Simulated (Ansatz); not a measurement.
# Phonons of BN (P6_3/mmc) against volume, part 3 of 4

Aim: how do the optical modes of BN (P6_3/mmc) move with volume?

Ansatz 0.2.0; DFT PBEsol+D3(BJ), scalar-relativistic, plane waves, PAW; PAW set soft_1.

So far, mean high-frequency dielectric constant: step 4 (zone-centre response at rest) 4.25.

The database entry behind the starting cell differs from later determinations by our own check (about 0.3 % short, minor phase), so it need not match the best structure at ambient conditions.

### Step 6. Zone-centre modes of the member: 1.06 times the volume at rest

The zone-centre modes follow for 1.06 times the volume at rest, with the response to a field.

File input.yaml:

```yaml
crystal:
  lattice:
    - [2.5028746407, 0.0, 0.0]
    - [-1.2514373203, 2.1675530213, 0.0]
    - [0.0, 0.0, 6.7812149374]
  atoms:
    - { symbol: B, position: [0.3333333333, 0.6666666667, 0.25] }
    - { symbol: B, position: [0.6666666667, 0.3333333333, 0.75] }
    - { symbol: "N", position: [0.3333333333, 0.6666666667, 0.75] }
    - { symbol: "N", position: [0.6666666667, 0.3333333333, 0.25] }
kpoints:
  mp_grid: { grid: [12, 12, 4] }
hamiltonian:
  xc: pbesol
  dispersion: d3bj
  pseudopotentials: { kind: paw, azcp: { folder: soft_1 }, xc_functional: pbe }
scf:
  occupations: { method: fixed }
output:
  eigenvalues: true
phonons:
  method: dfpt
  dielectric: true
  rigid_motions: translations
```

Command:

```bash
ansatz run input.yaml --threads 4 --pin off --max-ram 16384MiB --backend cpu --events-out ev --progress --plain --runs-dir out
```

Numbers of over 12 decimals in the logs are rounded to 6 here.

Output:

```text
[...]
Crystal: 4 atoms, lattice volume = 36.789 Å³
Basis set: ecut = 420 eV, 713 PW (Γ), exchange–correlation on 36×36×96 points (8 copies of the dense FFT grid, shifted against one another)
Bands: 12, of which v1, the nominal top of the filled ones, is band 8 counted from 1 (7 counted from 0)
Symmetry: 24 space group operations
k-points: 164 of 576 (irreducible under 2 space group operations, time reversal used)
[...]
SCF iter   1: F=—  HF=-1070.522122 eV  |F-HF|=—  |Δ(HF+E_count)|=         —  Δρ=1.40e-1  dr2=7.12e0  ethr=3.10e-3  ⟨swp⟩=4.9  Hψ=10592  notcnv=0  defer=267
[...]
SCF iter   9: F=-1067.964600 eV  HF=-1067.964600 eV  |F-HF|=4.55e-13  |Δ(HF+E_count)|=  1.64e-11  Δρ=3.69e-8  dr2=2.85e-13  ethr=1.00e-12  ⟨swp⟩=3.9  Hψ=9216  notcnv=0
SCF 1 converged in 9 iterations: F = -1067.964600 eV  dr2 = 2.85e-13
[...]
SCF converged after 9 iterations
Free energy (F): -1067.964600 eV
[...]
Internal energy: -1067.964600 eV  (E = F + TS)
E sigma→0 (E₀):  -1067.964600 eV
Fermi energy:    4.441298 eV
[...]
--- Band table (eV; the first three rows and the last of 164) ---
  k-point 0: bands = [... 4 lower, 3.1377, 3.1377, 3.1673, 3.1673, 9.3779, 14.3729, 15.9843, 15.9843]
  k-point 1: bands = [... 4 lower, 3.1422, 3.1422, 3.1632, 3.1632, 10.0472, 13.4541, 15.9996, 15.9996]
  k-point 2: bands = [... 4 lower, 3.1526, 3.1526, 3.1526, 3.1526, 11.6634, 11.6634, 16.0368, 16.0368]
  k-point 163: bands = [... 4 lower, -1.4167, -1.4167, 3.2921, 3.2921, 10.0952, 10.0952, 16.2453, 16.2453]
[...]
ASR residual: 3.325e-5 → 0.000e0 eV/Å²; symmetrization residual: 1.065e-6 eV/Å²
[...]
ASR residual per site (eV/Å²): 1.11e-5 1.11e-5 3.33e-5 3.33e-5
[...]
ε∞ (high-frequency dielectric tensor):
        4.733351    -0.000000     0.000000
       -0.000000     4.733351     0.000000
        0.000000    -0.000000     2.644673
  ε⁰ (static dielectric tensor: ions relaxed, cell fixed):
        6.465423    -0.000000    -0.000000
       -0.000000     6.465423     0.000000
       -0.000000     0.000000     3.035712
  ε⁰ − ε∞ (ionic part):
        1.732072    -0.000000    -0.000000
       -0.000000     1.732072     0.000000
       -0.000000     0.000000     0.391039
[...]
Born effective charges Z* (e; rows j = field, columns β = displacement):
    site 0:
         2.71139   -0.00000    0.00000
        -0.00000    2.71139   -0.00000
        -0.00000    0.00000    0.70563
    site 1:
         2.71139   -0.00000    0.00000
        -0.00000    2.71139   -0.00000
         0.00000    0.00000    0.70563
    site 2:
        -2.71139    0.00000    0.00000
         0.00000   -2.71139    0.00000
         0.00000   -0.00000   -0.70563
    site 3:
        -2.71139    0.00000    0.00000
         0.00000   -2.71139    0.00000
         0.00000   -0.00000   -0.70563
  Z* charge neutrality: 1.236e-5 e pre-enforcement
[...]
optical modes at Γ without the LO–TO term, one row a degenerate level:
      ω (cm⁻¹)  modes    IR ((D/Å)²/amu)
         40.54      2             0.0000
         87.82      1             0.0000
        747.17      1             3.7655
        792.70      1             0.0000
       1364.03      2             0.0000
       1364.16      2           111.1945
  optical modes at Γ + LO–TO along q̂ = [1.0000, 0.0000, 0.0000]:
      ω (cm⁻¹)  modes    IR ((D/Å)²/amu)
         40.54      2             0.0000
         87.82      1             0.0000
        747.17      1             3.7655
        792.70      1             0.0000
       1364.03      2             0.0000
       1364.16      1            55.5973
       1594.33      1            55.5973
  optical modes at Γ + LO–TO along q̂ = [0.0000, 1.0000, 0.0000]:
      ω (cm⁻¹)  modes    IR ((D/Å)²/amu)
         40.54      2             0.0000
         87.82      1             0.0000
        747.17      1             3.7655
        792.70      1             0.0000
       1364.03      2             0.0000
       1364.16      1            55.5973
       1594.33      1            55.5973
  optical modes at Γ + LO–TO along q̂ = [0.0000, 0.0000, 1.0000]:
      ω (cm⁻¹)  modes    IR ((D/Å)²/amu)
         40.54      2             0.0000
         87.82      1             0.0000
        792.70      1             0.0000
        800.51      1             3.7655
       1364.03      2             0.0000
       1364.16      2           111.1945
```

It took 11 s on 4 threads of Arm Neoverse V2, shared host; peak memory 0.56 GiB.

Numbers from this step:

```
sum-rule residual before enforcement                    : 3.33e-5 eV/Å²
miss of the charge sum rule                             : 1.24e-5 e
highest optical mode at the zone centre (no LO-TO term) : 1364 cm⁻¹
lowest optical zone-centre mode                         : 40.54 cm⁻¹
mean high-frequency dielectric constant                 : 4.037
largest Born charge (third of the trace)                : 2.043 e
mean static dielectric constant                         : 5.322
top of the zone-centre spectrum with the field          : 1594 cm⁻¹
```

Without the LO-TO term. Patterns of degenerate modes are one choice out of their space. The modes at Γ (shares of kinetic energy by element, %):

```
mode  frequency (cm⁻¹)  symmetry  B %  N %
   1               0.0  acoustic   44   56
   2               0.0  acoustic   44   56
   3               0.0  acoustic   44   56
   4              40.5       E2g   44   56
   5              40.5       E2g   44   56
   6              87.8       B1g   44   56
   7             747.2       A2u   56   44
   8             792.7       B1g   56   44
   9            1364.0       E2g   56   44
  10            1364.0       E2g   56   44
  11            1364.2       E1u   56   44
  12            1364.2       E1u   56   44
```

Transverse modes. Infrared lines, with heights relative to the strongest:

```
position (cm⁻¹)  lines merged  relative intensity
             40             1                 0.0
             88             1                 0.0
            747             1                 3.4
            793             1                 0.0
           1364             2                 100
```

Without the LO-TO term the lowest optical mode is real, 40.5 cm⁻¹, and the highest lies at 1364.2 cm⁻¹.

Between step 4 and this run (volume ratio 1.06) the value for the mean high-frequency dielectric constant moves from 4.25 to 4.04 (-5 %).

### Step 7. A member of the series: 0.9 times the volume at rest

The cell is set to 0.9 times the volume at rest, and shape and atoms relax at that volume.

input.yaml, the sections that differ from step 6:

```yaml
crystal:
  lattice:
    - [2.4741619899, 0.0, 0.0]
    - [-1.237080995, 2.1426871364, 0.0]
    - [0.0, 0.0, 5.8920454592]
  atoms:
    - { symbol: B, position: [0.3333333333, 0.6666666667, 0.25] }
    - { symbol: B, position: [0.6666666667, 0.3333333333, 0.75] }
    - { symbol: "N", position: [0.3333333333, 0.6666666667, 0.75] }
    - { symbol: "N", position: [0.6666666667, 0.3333333333, 0.25] }
output:
  forces: true
  stress: true
  eigenvalues: true
relax:
  adjacent_minimum: "off"
  f_tol: 0.001
  max_steps: 60
  cell: { stress_tol: 0.01, fix: [volume] }
# kpoints, hamiltonian, scf: as in step 6
# phonons: removed
```

Output:

```text
[...]
Crystal: 4 atoms, lattice volume = 31.236 Å³
Basis set: ecut = 420 eV, 589 PW (Γ), exchange–correlation on 36×36×80 points (8 copies of the dense FFT grid, shifted against one another)
Bands: 12, of which v1, the nominal top of the filled ones, is band 8 counted from 1 (7 counted from 0)
Symmetry: 24 space group operations
[...]
k-points: 57 of 576
[...]
cell:  # Å, volume = 31.2358 Å³
    - [2.489754, 2.9049447839302592e-11, 0]
    - [-1.244877, 2.156190, 2.482926384931129e-19]
    - [0, 6.827648742398331e-19, 5.818480]
  atoms:
    - { symbol: B, position: [0.333333, 0.666667, 0.250000] }
    - { symbol: B, position: [0.666667, 0.333333, 0.750000] }
    - { symbol: N, position: [0.333333, 0.666667, 0.750000] }
    - { symbol: N, position: [0.666667, 0.333333, 0.250000] }
[key lines of the parts left out:]
SCF converged after 5 iterations
Free energy (F): -1067.924306 eV
Fermi energy:    6.353389 eV
P = ⅓ Tr σ = 5.4684 GPa (54.684 kbar)
```

Run time: 2.4 s. Hardware: 4 threads; peak memory 0.3 GiB; 8 s of CPU time.

Step by step:

```
step  energy less that of the first step (eV)  largest force component (eV/Å)  pressure (GPa)  volume (Å³)
   1                                   0.0000                          0.0000           10.54        31.24
   2                                  -0.0096                          0.0000            7.20        31.24
   3                                  -0.0109                          0.0000            5.55        31.24
  4*                                  -0.0108                          0.0000            5.55        31.24
   5                                  -0.0108                          0.0000            5.47        31.24
  6*                                  -0.0108                          0.0000            5.47        31.24
```

Relaxation steps marked * repeat the geometry before them on a plane-wave basis chosen anew for their cell, so energy and pressure can jump there.

Forces are held to the 24 operations that the run works with; a distortion that breaks them can't arise in this run.

```
conventional cell, symmetrised  before  after  change
                         a (Å)   2.474  2.490  +0.6 %
                         b (Å)   2.474  2.490  +0.6 %
                         c (Å)   5.892  5.818  -1.2 %
              volume (Å³/atom)    7.81   7.81  -0.0 %
```

The relaxed structure:

```xyz
4
Lattice="2.4898 0.0000 0.0000 -1.2449 2.1562 0.0000 0.0000 0.0000 5.8185" Properties=species:S:1:pos:R:3 pbc="T T T"
B     0.0000    1.4375    1.4546
B     1.2449    0.7187    4.3639
N     0.0000    1.4375    4.3639
N     1.2449    0.7187    1.4546
```

This step gave:

* pressure: 5.468 GPa
* gap on the k-mesh: 4.002 eV
* volume per atom: 7.809 Å³

The forces vanish by symmetry, at a pressure of 5.47 GPa.

### Step 8. Modes of this member: 0.9 times the volume at rest

The zone-centre modes follow for 0.9 times the volume at rest, with the response to a field.

input.yaml, the sections that differ from step 7:

```yaml
crystal:
  lattice:
    - [2.4897538093, 0.0, 0.0]
    - [-1.2448769047, 2.156190048, 0.0]
    - [0.0, 0.0, 5.8184799105]
  atoms:
    - { symbol: B, position: [0.3333333333, 0.6666666667, 0.25] }
    - { symbol: B, position: [0.6666666667, 0.3333333333, 0.75] }
    - { symbol: "N", position: [0.3333333333, 0.6666666667, 0.75] }
    - { symbol: "N", position: [0.6666666667, 0.3333333333, 0.25] }
output:
  eigenvalues: true
phonons:
  method: dfpt
  dielectric: true
  rigid_motions: translations
# kpoints, hamiltonian, scf: as in step 7
# relax: removed
```

Output:

```text
[...]
Crystal: 4 atoms, lattice volume = 31.236 Å³
Basis set: ecut = 420 eV, 589 PW (Γ), exchange–correlation on 36×36×80 points (8 copies of the dense FFT grid, shifted against one another)
Bands: 12, of which v1, the nominal top of the filled ones, is band 8 counted from 1 (7 counted from 0)
Symmetry: 24 space group operations
k-points: 164 of 576 (irreducible under 2 space group operations, time reversal used)
[...]
optical modes at Γ + LO–TO along q̂ = [1.0000, 0.0000, 0.0000]:
      ω (cm⁻¹)  modes    IR ((D/Å)²/amu)
[...]
optical modes at Γ + LO–TO along q̂ = [0.0000, 1.0000, 0.0000]:
      ω (cm⁻¹)  modes    IR ((D/Å)²/amu)
[...]
optical modes at Γ + LO–TO along q̂ = [0.0000, 0.0000, 1.0000]:
      ω (cm⁻¹)  modes    IR ((D/Å)²/amu)
[...]
783.25      1             0.0000
        803.63      1            10.1097
       1390.92      2           111.9464
       1393.08      2             0.0000
[key lines of the parts left out:]
SCF converged after 9 iterations
Free energy (F): -1067.924306 eV
Fermi energy:    6.353389 eV
```

Run time: 16 s. Hardware: 4 threads; peak memory 0.53 GiB; 61 s of CPU time.

This step gave:

```
sum-rule residual before enforcement                    : 2.69e-5 eV/Å²
miss of the charge sum rule                             : 0.001557 e
estimated error of the dielectric tensor                : 0.01560
estimated error of the Born charges                     : 0.01140 e
highest optical mode at the zone centre (no LO-TO term) : 1393 cm⁻¹
lowest optical zone-centre mode                         : 86.19 cm⁻¹
mean high-frequency dielectric constant                 : 4.702
largest Born charge (third of the trace)                : 2.199 e
mean static dielectric constant                         : 6.524
top of the zone-centre spectrum with the field          : 1632 cm⁻¹
```

Without the LO-TO term. Patterns of degenerate modes are one choice out of their space. The modes at Γ (shares of kinetic energy by element, %):

```
mode  frequency (cm⁻¹)  symmetry  B %  N %
   1               0.0  acoustic   44   56
   2               0.0  acoustic   44   56
   3               0.0  acoustic   44   56
   4              86.2       E2g   44   56
   5              86.2       E2g   44   56
   6             213.8       B1g   46   54
   7             675.1       A2u   56   44
   8             783.2       B1g   54   46
   9            1390.9       E1u   56   44
  10            1390.9       E1u   56   44
  11            1393.1       E2g   56   44
  12            1393.1       E2g   56   44
```

Displacements in mode 5 (86.2 cm⁻¹), the largest set to 1:
```
B1   1.00  0.16  0.00
B2  -1.00 -0.16  0.00
N3  -0.99 -0.16  0.00
N4   0.99  0.16  0.00
```

Displacements in mode 7 (675.1 cm⁻¹), the largest set to 1:
```
B1   0.00  0.00  1.00
B2   0.00  0.00  1.00
N3   0.00  0.00 -0.77
N4   0.00  0.00 -0.77
```

Transverse modes. Infrared lines, with heights relative to the strongest:

```
position (cm⁻¹)  label  relative intensity
             86    E2g                 0.0
            214    B1g                 0.0
            675    A2u                 9.0
            783    B1g                 0.0
           1391    E1u                 100
           1393    E2g                 0.0
```

Without the LO-TO term the lowest optical mode is real, 86.2 cm⁻¹, and the highest lies at 1393.1 cm⁻¹.

For the mean high-frequency dielectric constant, step 4 gave 4.25; this run, with volume ratio 0.9, gives 4.70 (+11 %).

### Step 9. All members side by side

The members are set side by side, also those not shown above.

(Continued in part 4 of 4.)

[Logs are printed without paths, hosts, clocks, repeated set-up lines and the standing remarks that a program may print on its own settings, such as how far it seeks lower states.]

[Hosts, paths, dates, database ids (printed as entryN), source tags and the programs' standing remarks are cut or masked in the printed files.]
